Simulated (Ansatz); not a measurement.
# As: relativistic levels of theory

What happens to As at a fixed cell under these changes: no relativity; spin-orbit coupling on; point nuclei; inner shells corrected to Dirac's equation?

Program: Ansatz 0.2.0. Level of theory: DFT, at the level named in each step. These are calculated values, not measurements.

1 further run of the same task is left out (set aside as unsound or not needed).

**1. The starting structure**

The structure is trigonal, space group R-3m (No. 166). The conventional cell has a = 3.755 Å, b = 3.755 Å, c = 11.113 Å, α = 90.00°, β = 90.00°, γ = 120.00°. As (site symmetry 3m) has 3 As at 2.52 Å as nearest neighbours.

As a file:

```cif
data_structure
_symmetry_space_group_name_H-M 'R-3m:H'
_symmetry_Int_Tables_number 166
_cell_length_a 3.7548
_cell_length_b 3.7548
_cell_length_c 11.1130
_cell_angle_alpha 90.000
_cell_angle_beta 90.000
_cell_angle_gamma 120.000
_cell_volume 135.69
loop_
_atom_site_label
_atom_site_type_symbol
_atom_site_symmetry_multiplicity
_atom_site_Wyckoff_symbol
_atom_site_fract_x
_atom_site_fract_y
_atom_site_fract_z
_atom_site_occupancy
As1 As 6 c 0.33333 0.66667 0.89110 1
```

The file gives the conventional cell by its symmetry; the runs use the cell typed in the input.

The cell is one relaxed in the Materials Project, used as it stands.

Atoms are numbered in the order of the input: As1, As2.

**2. No relativity, LAPW**

input.yaml

```yaml
crystal:
  lattice:
    - [1.8774110887, 1.0839237974, 3.7043351684]
    - [-1.8774110887, 1.0839237974, 3.7043351684]
    - [0.0, -2.1678475948, 3.7043351684]
  atoms:
    - { symbol: As, position: [0.22443359, 0.22443359, 0.22443359] }
    - { symbol: As, position: [0.77556641, 0.77556641, 0.77556641] }
kpoints:
  mp_grid: { grid: [12, 12, 12] }
  band_path:
    path:
      - [0.0, 0.0, 0.0]
      - [0.5, 0.5, 0.5]
      - [0.776253106, 0.223746894, 0.5]
      - [0.5, -0.223746894, 0.223746894]
      - [0.5, 0.0, 0.0]
      - [0.0, 0.0, 0.0]
      - [0.361873447, -0.361873447, 0.0]
      - [0.638126553, 0.0, 0.361873447]
      - [0.5, 0.0, 0.5]
    npoints: 5
scf:
  occupations: { method: fermi_dirac, width: 0.05 }
hamiltonian:
  xc: pbesol
  pseudopotentials:
    kind: all_electron
    lapw: { basis_error: 0.0005 }
    relativity: none
output:
  forces: true
  stress: true
  eigenvalues: true
```

The run is started by

```sh
> ansatz run input.yaml --threads 1 --pin off --max-ram 2048MiB --backend cpu --events-out ev --progress --plain --runs-dir out
```

Standard output, shortened:

```text
LAPW: plane waves up to 9.027 Å⁻¹, error target 5.0e-4 eV per atom; As in spheres of 1.260 Å, 23 of its electrons in bands, Dirac shells []
[...]
Pseudopotentials: kind: all_electron
Pseudopotential: As, LAPW, valence charge 23, Schrödinger's equation, point nucleus
Functional definition: PBEsol
[...]
Crystal: 2 atoms, lattice volume = 45.229 Å³
Basis set: ecut = 310.48697562386786 eV, 593 PW (Γ), FFT grids on a1−a3, a2−a3, a3, exchange–correlation at level 2
Bands: 28, of which v1, the nominal top of the filled ones, is band 23 counted from 1 (22 counted from 0)
Symmetry: 12 space group operations
Space group: R-3m (ITA 166), of the structure as read, at distance tolerance 3.6e-5 Å
k-points: 189 of 1728
[...]
SCF iter   1: F=—  HF=-121586.105992 eV  |F-HF|=—  |Δ(HF+E_count)|=         —  Δρ=1.98e-2  dr2=1.32e-1  ethr=2.85e-4  ⟨swp⟩=3.0  Hψ=34183  notcnv=0
[...]
the basis was enlarged: its passes take 344.0 KiB over the memory plan, 1 of 1 planned eigensolver slots
[...]
SCF iter   9: F=-121586.073637 eV  HF=-121586.073637 eV  |F-HF|=2.05e-9  |Δ(HF+E_count)|=   5.17e-8  Δρ=5.55e-6  dr2=2.85e-8  ethr=3.12e-10  ⟨swp⟩=2.9  Hψ=15331  notcnv=0
[...]
the search or the solves at the SCF's close seem to have found levels that the self-consistency loop had missed (the run counts 1). By its estimate they hold under 1e-12 electrons; where the run keeps them, the occupations were computed again with them
NSCF: frozen V_eff on 41 k-points
SCF converged after 9 iterations
Free energy (F): -121586.073637 eV
[...]
E sigma→0 (E₀):  -121586.072614 eV
Entropy (-TS):   -0.002048 eV (-1.024 meV/atom)
Fermi energy:    10.828893 eV
[...]
--- Forces (eV/Å), atoms counted from 1 ---
  atom   1  As    -0.00000000    -0.00000000     0.20260087
  atom   2  As     0.00000000     0.00000000    -0.20260087
[...]
--- Stress (GPa, compression-positive) ---
       -0.804257      -0.000000      -0.000000
       -0.000000      -0.804257      -0.000000
       -0.000000      -0.000000      -1.909450
  P = ⅓ Tr σ = -1.1727 GPa (-11.727 kbar)
--- Band table (eV; the first three rows and the last of 189) ---
[...]
```

Wall time 58 s (1 thread of Arm Neoverse V2, shared host).

In short: pressure -1.17 GPa; no gap; largest force 0.203 eV/Å.

**3. Spin-orbit coupling on, LAPW**

input.yaml: that of step 2 with these lines changed.

```diff
@@ -26,6 +26,3 @@
   xc: pbesol
-  pseudopotentials:
-    kind: all_electron
-    lapw: { basis_error: 0.0005 }
-    relativity: none
+  pseudopotentials: { kind: all_electron, lapw: { basis_error: 0.0005 } }
 output:
@@ -34 +31,4 @@
   eigenvalues: true
+magnetization:
+  noncollinear: true
+  spin_orbit: true
```

The run is started by

```sh
> ansatz run input.yaml --threads 1 --pin off --max-ram 2048MiB --backend cpu --events-out ev --progress --plain --runs-dir out
```

Standard output:

```text
LAPW: plane waves up to 9.036 Å⁻¹, error target 5.0e-4 eV per atom; Dirac's equation on spinors; As in spheres of 1.260 Å, 23 of its electrons in bands
Engine: ansatz 0.2.0
[... 1 set-up line as earlier in the session ...]
Pseudopotential: As, LAPW, valence charge 23, Dirac's equation, gaussian nucleus
[... 1 set-up line as earlier in the session ...]
  exchange = pbesol_x
  correlation = pbesol_c
non-collinear run that drives no moment, with spin-orbit: no starting moment large enough to seed its density (crystal.atoms[].spin), no starting occupations that ask for one, no magnetisation constraint and no magnetic field, so the semilocal B_xc is pinned to zero
Crystal: 2 atoms, lattice volume = 45.229 Å³
Basis set: ecut = 311.06998793974526 eV, 593 PW (Γ), FFT grids on a1−a3, a2−a3, a3, exchange–correlation at level 2
Bands: 56, of which v1, the nominal top of the filled ones, is band 46 counted from 1 (45 counted from 0)
Symmetry: 12 space group operations + 12 with time reversal
Magnetic group: BNS 166.98 (UNI 1328), of the structure as read, at distance tolerance 3.6e-5 Å
k-points: 189 of 1728
Non-local potential: As, projectors of the file, none
Initial density: superposition of atomic densities (chi_scale 0.1, normalization cell)
Initial wavefunctions: plane waves of lowest kinetic energy (no species holds an atomic orbital)
Functional: x = pbesol(κ = 0.804, μ = 0.12345679012345678), c = pbesol(β = 0.046)
iter 1 solved again at ethr=2.65e-4 eV; its pass at ethr=1.00e-1 eV (dr2=1.22e-1 eV) is discarded
SCF iter   1: F=—  HF=-122968.285855 eV  |F-HF|=—  |Δ(HF+E_count)|=         —  Δρ=1.90e-2  dr2=1.22e-1  dr2_m=0.00e0 (ungated)  ethr=2.65e-4  |M|=0.00e0 ∫|m|=0.00e0 μB  β_m=0.30  ⟨swp⟩=3.0  Hψ=68484  notcnv=0
preconditioner: auto → Kerker (q_TF=auto, 2.736 Å⁻¹)  [metal: Δε(μ)=0.050 eV  Ē_g=11.064 eV  σ=0.050 eV  W_gap=0.24  n_scr=14 (ndim 8)  ℏωp=17.5 eV  f_vac=0.029  D(μ)=0.22/eV (n_scr^D=0)]
spin=Noncollinear: Kerker preconditioning applied to the charge; magnetization (m_x, m_y, m_z) channels mix plain (no charge-response kernel on spin).
SCF iter   2: F=—  HF=-122968.273391 eV  |F-HF|=—  |Δ(HF+E_count)|=   1.25e-2  Δρ=1.52e-2  dr2=8.59e-2  dr2_m=0.00e0 (ungated)  ethr=2.65e-4  |M|=0.00e0 ∫|m|=0.00e0 μB  β_m=0.65  ⟨swp⟩=2.0  Hψ=30346  notcnv=0
SCF iter   3: F=—  HF=-122968.258243 eV  |F-HF|=—  |Δ(HF+E_count)|=   1.51e-2  Δρ=3.90e-3  dr2=1.02e-2  dr2_m=0.00e0 (ungated)  ethr=1.87e-4  |M|=0.00e0 ∫|m|=0.00e0 μB  β_m=0.65  ⟨swp⟩=2.0  Hψ=30914  notcnv=0
SCF iter   4: F=—  HF=-122968.256942 eV  |F-HF|=—  |Δ(HF+E_count)|=         —  Δρ=1.83e-3  dr2=2.81e-3  dr2_m=0.00e0 (ungated)  ethr=2.22e-5  |M|=0.00e0 ∫|m|=0.00e0 μB  β_m=0.73  ⟨swp⟩=2.0  Hψ=30332  notcnv=0
the basis was enlarged: its passes take 2.0 MiB over the memory plan, 1 of 1 planned eigensolver slots
SCF iter   5: F=—  HF=-122968.256446 eV  |F-HF|=—  |Δ(HF+E_count)|=   4.96e-4  Δρ=7.70e-4  dr2=3.22e-4  dr2_m=0.00e0 (ungated)  ethr=6.12e-6  |M|=0.00e0 ∫|m|=0.00e0 μB  β_m=0.86  ⟨swp⟩=2.0  Hψ=30300  notcnv=0
SCF iter   6: F=—  HF=-122968.256560 eV  |F-HF|=—  |Δ(HF+E_count)|=   1.14e-4  Δρ=2.89e-4  dr2=4.26e-5  dr2_m=0.00e0 (ungated)  ethr=6.99e-7  |M|=0.00e0 ∫|m|=0.00e0 μB  β_m=0.85  ⟨swp⟩=2.2  Hψ=30364  notcnv=0
SCF iter   7: F=—  HF=-122968.256574 eV  |F-HF|=—  |Δ(HF+E_count)|=   1.37e-5  Δρ=1.03e-4  dr2=5.42e-6  dr2_m=0.00e0 (ungated)  ethr=9.26e-8  |M|=0.00e0 ∫|m|=0.00e0 μB  β_m=0.93  ⟨swp⟩=2.7  Hψ=30676  notcnv=0
iter 8 solved again at ethr=4.70e-10 eV; its pass at ethr=1.18e-8 eV (dr2=2.16e-7 eV) is discarded
SCF iter   8: F=—  HF=-122968.256577 eV  |F-HF|=—  |Δ(HF+E_count)|=   2.82e-6  Δρ=1.88e-5  dr2=2.16e-7  dr2_m=0.00e0 (ungated)  ethr=4.70e-10  |M|=0.00e0 ∫|m|=0.00e0 μB  β_m=0.96  ⟨swp⟩=2.0  Hψ=53020  notcnv=0
SCF iter   9: F=-122968.256577 eV  HF=-122968.256577 eV  |F-HF|=9.98e-9  |Δ(HF+E_count)|=   6.80e-8  Δρ=8.55e-6  dr2=6.15e-8  dr2_m=0.00e0 (ungated)  ethr=4.69e-10  |M|=0.00e0 ∫|m|=0.00e0 μB  ⟨swp⟩=2.8  Hψ=30618  notcnv=0
SCF 1 converged in 9 iterations: F = -122968.256577 eV  dr2 = 6.15e-8
NSCF: frozen V_eff on 41 k-points
SCF converged after 9 iterations
Magnetization: |M| = 0.0000 μB,  M = (+0.0000, +0.0000, +0.0000) μB
Absolute magnetization: 0.0000 μB (∫|m|)
  site 0: m = (+0.0000, +0.0000, +0.0000) μB, |m| = 0.0000 μB  (R = 1.26 Å)
  site 1: m = (+0.0000, +0.0000, +0.0000) μB, |m| = 0.0000 μB  (R = 1.26 Å)
Free energy (F): -122968.256577 eV
Harris-Foulkes:  -122968.256577 eV  (|F-HF|=9.98e-9)
Internal energy: -122968.254588 eV  (E = F + TS)
E sigma→0 (E₀):  -122968.255582 eV
Entropy (-TS):   -0.001990 eV (-0.995 meV/atom)
Fermi energy:    10.612498 eV
--- Per-component energies (eV) ---
  E_band       = -2593.603069
  E_kinetic    = 125725.098067
  E_xc         = -4475.748779
  E_electrostatic = -244217.603875  (all electrons and nuclei)
  E_smearing   = -0.001990  (= −TS)
  E_closure    = 0.000000  (closes the sum)
  E_atoms      = -122958.076591  (free atoms, spherical and without spin; not in F)
  Σ components = -122968.256577   (vs F -122968.256577, Δ=0.00e0)
  Basis errors (estimates in eV, not in F): energy 2.2e-4 per atom: plane waves 2.1e-4 (1.2e-4 summed), levels above the bands 1.6e-62, relativity 1.2e-8, radial functions 1.4e-5, core shells 2.6e-10; eigenvalues (radial functions only) 4.3e-7; not estimated: angular momenta, meshes, grids; target (lapw.basis_error) 5.0e-4; muffin-tin radii As 1.260 Å
--- Forces (eV/Å), atoms counted from 1 ---
  atom   1  As    -0.00000000    -0.00000000     0.16606660
  atom   2  As     0.00000000     0.00000000    -0.16606660
  max |Σ_I F_I| component: 4.63e-18 eV/Å
--- Stress (GPa, compression-positive) ---
       -1.069463      -0.000000      -0.000000
       -0.000000      -1.069463      -0.000000
       -0.000000      -0.000000      -1.996278
  P = ⅓ Tr σ = -1.3784 GPa (-13.784 kbar)
--- Band table (eV; the first three rows and the last of 189) ---
  k-point 0: bands = ["-174.8562", "-174.8562", "-174.8557", "-174.8557", "-121.8362", "-121.8362", "-121.8344", "-121.8344", "-116.8228", "-116.8228", "-116.8202", "-116.8202", "-116.8031", "-116.8031", "-116.8011", "-116.8011", "-26.1325", "-26.1325", "-26.1069", "-26.1069", "-26.1053", "-26.1053", "-26.0840", "-26.0840", "-25.4177", "-25.4177", "-25.4057", "-25.4057", "-25.3985", "-25.3985", "-25.3409", "-25.3409", "-25.3396", "-25.3396", "-25.3380", "-25.3380", "-4.2900", "-4.2900", "4.3032", "4.3032", "7.8255", "7.8255", "8.5962", "8.5962", "8.8088", "8.8088", "11.9164", "11.9164", "13.1417", "13.1417", "13.3723", "13.3723", "17.6794", "17.6794", "17.7049", "17.7049"]
  k-point 1: bands = ["-174.8562", "-174.8562", "-174.8557", "-174.8557", "-121.8361", "-121.8361", "-121.8344", "-121.8344", "-116.8228", "-116.8228", "-116.8203", "-116.8203", "-116.8031", "-116.8031", "-116.8012", "-116.8012", "-26.1320", "-26.1320", "-26.1087", "-26.1087", "-26.1032", "-26.1032", "-26.0840", "-26.0840", "-25.4171", "-25.4171", "-25.4064", "-25.4064", "-25.3966", "-25.3966", "-25.3441", "-25.3441", "-25.3389", "-25.3389", "-25.3377", "-25.3377", "-4.1987", "-4.1987", "4.0636", "4.0636", "7.8845", "7.8845", "8.4325", "8.4325", "8.6571", "8.6571", "12.1947", "12.1947", "13.0208", "13.0208", "13.2911", "13.2911", "16.9088", "16.9088", "17.4910", "17.4910"]
  k-point 2: bands = ["-174.8562", "-174.8562", "-174.8558", "-174.8558", "-121.8361", "-121.8361", "-121.8345", "-121.8345", "-116.8227", "-116.8227", "-116.8204", "-116.8204", "-116.8030", "-116.8030", "-116.8012", "-116.8012", "-26.1307", "-26.1307", "-26.1108", "-26.1108", "-26.1003", "-26.1003", "-26.0843", "-26.0843", "-25.4157", "-25.4157", "-25.4069", "-25.4069", "-25.3923", "-25.3923", "-25.3490", "-25.3490", "-25.3411", "-25.3411", "-25.3367", "-25.3367", "-3.9268", "-3.9268", "3.3905", "3.3905", "7.7389", "7.7389", "8.3202", "8.3202", "8.5248", "8.5248", "12.0923", "12.0923", "12.9429", "12.9429", "13.1521", "13.1521", "16.2720", "16.2720", "16.9802", "16.9802"]
  k-point 188: bands = ["-174.8562", "-174.8562", "-174.8557", "-174.8557", "-121.8362", "-121.8362", "-121.8344", "-121.8344", "-116.8228", "-116.8228", "-116.8202", "-116.8202", "-116.8031", "-116.8031", "-116.8012", "-116.8012", "-26.1308", "-26.1308", "-26.1057", "-26.1057", "-26.1031", "-26.1031", "-26.0860", "-26.0860", "-25.4157", "-25.4157", "-25.4031", "-25.4031", "-25.3940", "-25.3940", "-25.3451", "-25.3451", "-25.3423", "-25.3423", "-25.3421", "-25.3421", "-3.3173", "-3.3173", "0.8016", "0.8016", "8.7656", "8.7656", "9.0088", "9.0088", "10.0059", "10.0059", "11.5106", "11.5106", "11.7098", "11.7098", "12.3551", "12.3551", "18.1087", "18.1087", "20.6754", "20.6754"]
```

It took 8.7 min on 1 thread of Arm Neoverse V2, shared host.

In short: pressure -1.38 GPa; no gap; largest force 0.166 eV/Å.

Levels at the path's labelled points, in eV from the Fermi level:

```
point  band 43  band 44  band 45  band 46  band 47  band 48  band 49
    Γ    -2.02    -2.02    -1.80    -1.80     1.30     1.30     2.53
    T    -1.60    -1.60    -0.61    -0.61     0.90     0.90     1.10
   H2    -5.12    -5.12    -1.74    -1.74     1.16     1.16     4.83
   H0    -5.12    -5.12    -1.74    -1.74     1.16     1.16     4.83
    L    -2.97    -2.97    -0.72    -0.72    -0.41    -0.41     0.25
    Γ    -2.02    -2.02    -1.80    -1.80     1.30     1.30     2.53
   S0    -3.62    -3.62    -3.48    -3.48     2.57     2.57     3.08
   S2    -3.62    -3.62    -3.48    -3.48     2.57     2.57     3.08
    F    -4.18    -4.18    -3.90    -3.90     1.32     1.32     4.93
```

(Part 1 of 2 ends here.)
